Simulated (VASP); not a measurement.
# Sr (P6_3/mmc) in VASP: notebook, part 2 of 2

VASP 6.6.1. Earlier steps stand in the parts before.

## 3. Electric field gradients, PBE (z stretched by +1.5 % at fixed volume, crystal datasets)

Contents of INCAR:

```
SYSTEM = Sr
ALGO     = Fast           ! electronic algorithm
EDIFF    = 1E-8           ! SCF threshold, eV
ENCUT    = 520            ! plane-wave cutoff, eV
GGA      = PE             ! functional
ISIF     = 2              ! what is computed and relaxed
ISMEAR   = -1             ! smearing method
LASPH    = .TRUE.         ! aspherical terms in the spheres
LCHARG   = .FALSE.        ! write CHGCAR
LEFG     = .TRUE.       
LREAL    = .FALSE.        ! projectors in reciprocal space
LWAVE    = .FALSE.        ! write WAVECAR
NBANDS   = 17             ! bands
NELM     = 100            ! most SCF steps
PREC     = Accurate       ! precision mode
SIGMA    = 0.08           ! smearing width, eV
```

Contents of KPOINTS:

```
k-points
0
G
  11 11 6
  0 0 0
```

Contents of POSCAR:

```
Sr
1.0
    4.2379552575      0.0000000000      0.0000000000
   -2.1189776288      3.6701769131      0.0000000000
    0.0000000000      0.0000000000      7.1036625364
Sr
2
Direct
    0.3333333333      0.6666666667      0.2500000000
    0.6666666667      0.3333333333      0.7500000000
```

Potentials or basis: VASP PAW PBE potentials, release 64 (Sr_sv).

Run with:

```console
$ cat potpaw_PBE.64/Sr_sv/POTCAR > POTCAR
$ mpirun -np 1 vasp_std > vasp.out
```

OUTCAR:

```text
SYSTEM = Sr
   EDIFF = 1E-8
   ENCUT = 520
   GGA = PE
   ISIF = 2
   ISMEAR = -1
   LASPH = .TRUE.
   LREAL = .FALSE.
   NELM = 100
   PREC = Accurate

 ion  position               nearest neighbor table
   1  0.333  0.667  0.250-   2 4.31   2 4.31   2 4.31   2 4.31   2 4.31   2 4.31
   2  0.667  0.333  0.750-   1 4.31   1 4.31   1 4.31   1 4.31   1 4.31   1 4.31

  LATTYP: Found a hexagonal cell.
 ALAT       =     4.2379552575
 C/A-ratio  =     1.6762004563

  Lattice vectors:

 A1 = (   4.2379552575,   0.0000000000,   0.0000000000)
 A2 = (  -2.1189776288,   3.6701769131,   0.0000000000)
 A3 = (   0.0000000000,   0.0000000000,   7.1036625364)

Analysis of symmetry for initial positions (statically):
=====================================================================
 Subroutine PRICEL returns:
 Original cell was already a primitive cell.

 Routine SETGRP: Setting up the symmetry group for a
 hexagonal supercell.
[... 673 lines left out ...]
  volume of cell :      110.49
      direct lattice vectors                 reciprocal lattice vectors
     4.237955258  0.000000000  0.000000000     0.235962850  0.136233215  0.000000000
    -2.118977629  3.670176913  0.000000000     0.000000000  0.272466430  0.000000000
     0.000000000  0.000000000  7.103662536     0.000000000  0.000000000  0.140772453

 POSITION                                       TOTAL-FORCE (eV/Angst)
 -----------------------------------------------------------------------------------
     -0.00000      2.44678      1.77592        -0.000000      0.000000      0.000000
      2.11898      1.22339      5.32775         0.000000     -0.000000      0.000000
 -----------------------------------------------------------------------------------
    total drift:                                0.000000     -0.000000      0.000000

  FREE ENERGIE OF THE ION-ELECTRON SYSTEM (eV)
  ---------------------------------------------------
  free  energy   TOTEN  =        -3.2945143585 eV

  energy  without entropy=       -3.2393393098  energy(sigma->0) =       -3.26692683

 Electric field gradients (V/A^2)
---------------------------------------------------------------------
 ion       V_xx      V_yy      V_zz      V_xy      V_xz      V_yz
---------------------------------------------------------------------
   1       4.296     4.296    -8.591     0.000    -0.000     0.000
   2       4.296     4.296    -8.591     0.000     0.000    -0.000
---------------------------------------------------------------------

 Electric field gradients after diagonalization (V/A^2)
 (convention: |V_zz| > |V_xx| > |V_yy|)
----------------------------------------------------------------------
 ion       V_xx      V_yy      V_zz     asymmetry (V_yy - V_xx)/ V_zz
----------------------------------------------------------------------
   1       4.296     4.296    -8.591       0.000
   2       4.296     4.296    -8.591       0.000
----------------------------------------------------------------------

           NMR quadrupolar parameters

 Cq : quadrupolar parameter    Cq=e*Q*V_zz/h
 eta: asymmetry parameters     (V_yy - V_xx)/ V_zz
 Q  : nuclear electric quadrupole moment in mb (millibarn)
----------------------------------------------------------------------
 ion       Cq(MHz)       eta       Q (mb)
----------------------------------------------------------------------
   1      -0.021       0.000       1.000
   2      -0.021       0.000       1.000
----------------------------------------------------------------------
```

OSZICAR:

```text
N       E                     dE             d eps       ncg     rms          rms(c)
DAV:   1     0.107615506128E+03    0.10762E+03   -0.93577E+03  2176   0.989E+02
DAV:   2     0.529609831715E+01   -0.10232E+03   -0.10060E+03  2695   0.229E+02
DAV:   3    -0.306702634160E+01   -0.83631E+01   -0.83343E+01  3964   0.465E+01
[... 11 lines left out ...]
RMM:  15    -0.329451380647E+01   -0.29115E-06   -0.14769E-06  3575   0.333E-03    0.221E-03
RMM:  16    -0.329451392704E+01   -0.12057E-06   -0.39207E-07  3160   0.216E-03    0.256E-03
RMM:  17    -0.329451424261E+01   -0.31557E-06   -0.25786E-07  3054   0.209E-03    0.868E-04
RMM:  18    -0.329451439063E+01   -0.14802E-06   -0.10588E-07  2825   0.150E-03    0.243E-04
RMM:  19    -0.329451435124E+01    0.39396E-07   -0.48029E-08  2519   0.109E-03    0.297E-04
RMM:  20    -0.329451435850E+01   -0.72639E-08   -0.47203E-08  2222   0.926E-04
   1 F= -.32945144E+01 E0= -.32669268E+01  d E =-.551750E-01
```

stdout:

```text
POSCAR found type information on POSCAR Sr
 POSCAR found :  1 types and       2 ions
 scaLAPACK will be used
[... 29 lines left out ...]
 num prob  num prob  num prob  num prob  num prob  num prob  num prob  num prob  num prob  num prob  num prob  num prob  num prob  num prob  num prob  num prob  num prob  num prob  num prob  num prob  num prob RMM:  19    -0.329451435124E+01    0.39396E-07   -0.48029E-08  2519   0.109E-03    0.297E-04
 num prob  num prob  num prob  num prob  num prob  num prob  num prob  num prob  num prob  num prob  num prob  num prob  num prob  num prob  num prob  num prob  num prob  num prob  num prob  num prob  num prob  num prob  num prob  num prob  num prob WARNING in EDDRMM: call to ZHEGV failed, returncode =   8  4     16
 num prob  num prob  num prob  num prob  num prob  num prob  num prob  num prob  num prob  num prob  num prob  num prob  num prob  num prob  num prob  num prob  num prob  num prob  num prob  num prob  num prob  num prob  num prob  num pro
```

Run time: 1.8 min. Hardware: 1 thread of AMD EPYC 9R45 (Zen 5), shared host; peak memory 0.25 GiB.

Results:

* Free energy: -3.2945 eV
* Pressure: 0.0 GPa
* Band gap on the k mesh: none (metal or under the smearing width)

Electric field gradients, principal values (V/Å²):
```tsv
atom	Vxx	Vyy	Vzz
1 Sr	4.296	4.296	-8.591
2 Sr	4.296	4.296	-8.591
```
